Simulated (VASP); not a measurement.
BeTe (strained zincblende), r²SCAN single-point calculation: VASP's output and Ansatz's

POSCAR

```
Be Te
 1.0000000000000000
     0.0000000000000000    2.8003373892000001    2.8497558482000001
     2.8003373892000001    0.0000000000000000    2.8497558482000001
     2.8003373892000001    2.8003373892000001    0.0000000000000000
 Be  Te
   1   1
Cartesian
  0.0000000000000000  0.0000000000000000  0.0000000000000000
  1.4001686946000000  1.4001686946000000  1.4248779241000000
```

VASP ran with the recommended PBE PAW datasets (8 valence electrons in the cell).

From OUTCAR

```
k-points           NKPTS =     59   k-points in BZ     NKDIM =     59   number of bands    NBANDS=     11

   NELECT =       8.0000    total number of electrons

   dimension x,y,z NGX =    30 NGY =   30 NGZ =   30
   dimension x,y,z NGXF=    60 NGYF=   60 NGZF=   60

  energy-cutoff  :      520.00
  volume of cell :       44.69
      direct lattice vectors                 reciprocal lattice vectors
     0.000000000  2.800337389  2.849755848    -0.178549914  0.178549914  0.175453627
     2.800337389  0.000000000  2.849755848     0.178549914 -0.178549914  0.175453627
     2.800337389  2.800337389  0.000000000     0.178549914  0.178549914 -0.175453627

 k-points in reciprocal lattice and weights: KPOINTS created by Atomic Simulation Env
   0.00000000  0.00000000  0.00000000       0.002
   0.12500000  0.00000000  0.00000000       0.016
   0.25000000  0.00000000  0.00000000       0.016
   0.37500000  0.00000000  0.00000000       0.016
   0.50000000  0.00000000  0.00000000       0.008
   0.12500000  0.12500000  0.00000000       0.004
   0.25000000  0.12500000  0.00000000       0.016
   0.37500000  0.12500000  0.00000000       0.016
   ...

 E-fermi :   5.0900

 k-point     1 :       0.0000    0.0000    0.0000
  band No.  band energies     occupation
      1      -7.8528      2.00000
      2       4.8616      2.00000
      3       4.9634      2.00000
      4       4.9634      2.00000
      5       8.9366      0.00000
      6       8.9366      0.00000
      7       8.9704      0.00000
      8       9.4310      0.00000
      9      13.9690      0.00000
     10      15.4872      0.00000
     11      15.8521      0.00000

 k-point     2 :       0.1250    0.0000    0.0000
  band No.  band energies     occupation
      1      -7.6955      2.00000
      2       3.6014      2.00000
      3       4.6482      2.00000
      4       4.7331      2.00000
      5       8.9533      0.00000
      6       9.2956      0.00000
      7       9.3177      0.00000
      8      10.6475      0.00000
      9      14.4249      0.00000
     10      14.6536      0.00000
     11      14.9044      0.00000

 k-point     3 :       0.2500    0.0000    0.0000
  band No.  band energies     occupation
      1      -7.2606      2.00000
      2       1.5155      2.00000
      3       4.1775      2.00000
      4       4.2977      2.00000
      5       8.7231      0.00000
      6       9.8433      0.00000
      7       9.8717      0.00000
      8      12.6454      0.00000
      9      14.4380      0.00000
     10      14.5597      0.00000
     11      14.7689      0.00000

 k-point     4 :       0.3750    0.0000    0.0000
  band No.  band energies     occupation
      1      -6.7043      2.00000
      2      -0.1538      2.00000
      3       3.8118      2.00000
      4       3.9599      2.00000
      5       8.5337      0.00000
      6       9.9438      0.00000
      7      10.0324      0.00000
      8      13.4618      0.00000
      9      15.4387      0.00000
     10      15.6126      0.00000
     11      15.7408      0.00000

 k-point     5 :       0.5000    0.0000    0.0000
  band No.  band energies     occupation
      1      -6.4119      2.00000
      2      -0.8297      2.00000
      3       3.6799      2.00000
      4       3.8384      2.00000
      5       8.4658      0.00000
      6       9.9001      0.00000
      7      10.0039      0.00000
      8      13.4059      0.00000
      9      16.6749      0.00000
     10      17.1349      0.00000
     11      17.3201      0.00000

 k-point     6 :       0.1250    0.1250    0.0000
  band No.  band energies     occupation
      1      -7.6479      2.00000
      2       3.7727      2.00000
      3       4.3017      2.00000
      4       4.3017      2.00000
      5       8.6026      0.00000
      6       9.9321      0.00000
      7       9.9321      0.00000
      8      10.3808      0.00000
      9      13.4494      0.00000
     10      14.7681      0.00000
     11      16.1041      0.00000

 k-point     7 :       0.2500    0.1250    0.0000
  band No.  band energies     occupation
      1      -7.3079      2.00000
      2       2.1367      2.00000
      3       3.8119      2.00000
      4       3.9040      2.00000
      5       8.7527      0.00000
      6       9.9682      0.00000
      7      10.7284      0.00000
      8      11.2402      0.00000
      9      13.8970      0.00000
     10      15.5048      0.00000
     11      15.8043      0.00000

 k-point     8 :       0.3750    0.1250    0.0000
  band No.  band energies     occupation
      1      -6.7802      2.00000
      2       0.4122      2.00000
      3       3.3518      2.00000
      4       3.5256      2.00000
      5       8.9576      0.00000
      6       9.9753      0.00000
      7      10.9464      0.00000
      8      12.0302      0.00000
      9      15.3962      0.00000
     10      15.8142      0.00000
     11      16.4471      0.00000

 ...

  Total        0.3724944      0.3724944      0.0533646      0.0000000      0.0000000     -0.0000000
  in kB       13.3527893     13.3527893      1.9129574      0.0000000      0.0000000     -0.0000000
  external PRESSURE =       9.5395120 kB  Pullay stress =       0.0000000 kB

 POSITION                                       TOTAL-FORCE (eV/Angst)
 -----------------------------------------------------------------------------------
      0.00000      0.00000      0.00000        -0.000000     -0.000000     -0.000000
      1.40017      1.40017      1.42488         0.000000      0.000000      0.000000
 -----------------------------------------------------------------------------------
    total drift:                                0.000000      0.000000      0.000000

  FREE ENERGIE OF THE ION-ELECTRON SYSTEM (eV)
  ---------------------------------------------------
  free  energy   TOTEN  =       -30.6810398440 eV

  energy  without entropy=      -30.6810398440  energy(sigma->0) =      -30.68103984
```

The two codes use different PAW datasets and cutoffs. VASP's cell holds 8 valence electrons and Ansatz's 18. Ansatz's stress includes a Pulay correction; VASP's doesn't.

Task: What does Ansatz give for the same cell and level of theory?

Result: gap between bands v and c 2.27 eV; least direct gap 3.98 eV; pressure 0.8 GPa.

Ansatz printed

```
SCF 1 converged in 6 iterations: F = -7089.086190 eV  dr2 = 3.10e-9
  greatest PAW one-centre occupation: 0.997 electrons in one spin orbital (limit 2), on the Te atom at site 1 (counted from 0), in its partial waves of l = 2
NSCF: frozen V_eff on 7 k-points
SCF converged after 6 iterations
Free energy (F): -7089.086190 eV
Harris-Foulkes:  -7089.086190 eV  (|F-HF|=4.20e-9)
Internal energy: -7089.086190 eV  (E = F + TS)
E sigma→0 (E₀):  -7089.086190 eV
Fermi energy:    7.271503 eV
--- Per-component energies (eV) ---
  E_band       = -280.472839
  E_kinetic    = 199.551778
  E_local      = -1370.205750  (includes V_loc(G=0)·N_el)
  E_nonlocal   = -305.508881
  E_hartree    = 857.754650
  E_xc         = -133.619745
  E_vxc        = -133.107517  (∫ρ·V_xc dr)
  E_paw        = -4748.200054  (= ΣΔE_a)
  E_vpaw       = -394.273269  (= ΣTr[D̂ρ^β])
  E_aug_tail   = -0.000033  (compensation charges beyond the density's cutoff)
  E_vtau       = 7.562809  (kinetic-family band-sum trace: ∫τ·v_τ [+ j·A + Jᵃ·Aᵃ] dr)
  E_ewald      = -1589.130984
  E_core_change = 0.272828  (= ΣΔE_core)
  E_smearing   = -0.000000  (= −TS)
  E_closure    = -0.000000  (closes the sum)
  Σ components = -7089.086190   (vs F -7089.086190, Δ=0.00e0)
--- Forces (eV/Å), atoms counted from 1 ---
  atom   1  Be     0.00000000    -0.00000000    -0.00000000
  atom   2  Te     0.00000000     0.00000000     0.00000000
  max |Σ_I F_I| component: 1.80e-16 eV/Å
--- Stress (GPa, compression-positive) ---
        1.150966       0.000000       0.000000
        0.000000       1.150966       0.000000
        0.000000       0.000000       0.000382
  P = ⅓ Tr σ = 0.7674 GPa (7.674 kbar)
--- Band table (eV; the first three rows and the last of 59) ---
  k-point 0: bands = ["-29.7942", "-29.7942", "-29.7925", "-29.7759", "-29.7733", "-5.5463", "7.1703", "7.2715", "7.2715", "11.2564", "11.2564", "11.2908", "11.7247"]
  k-point 1: bands = ["-29.7938", "-29.7937", "-29.7919", "-29.7758", "-29.7733", "-5.3892", "5.9107", "6.9575", "7.0419", "11.2665", "11.6158", "11.6382", "12.9474"]
  k-point 2: bands = ["-29.7930", "-29.7924", "-29.7907", "-29.7755", "-29.7731", "-4.9548", "3.8267", "6.4879", "6.6076", "11.0323", "12.1661", "12.1941", "14.9511"]
  k-point 58: bands = ["-29.7940", "-29.7869", "-29.7869", "-29.7778", "-29.7704", "-3.6237", "1.8372", "4.5839", "4.5839", "9.6689", "10.3365", "17.8270", "17.8270"]
```
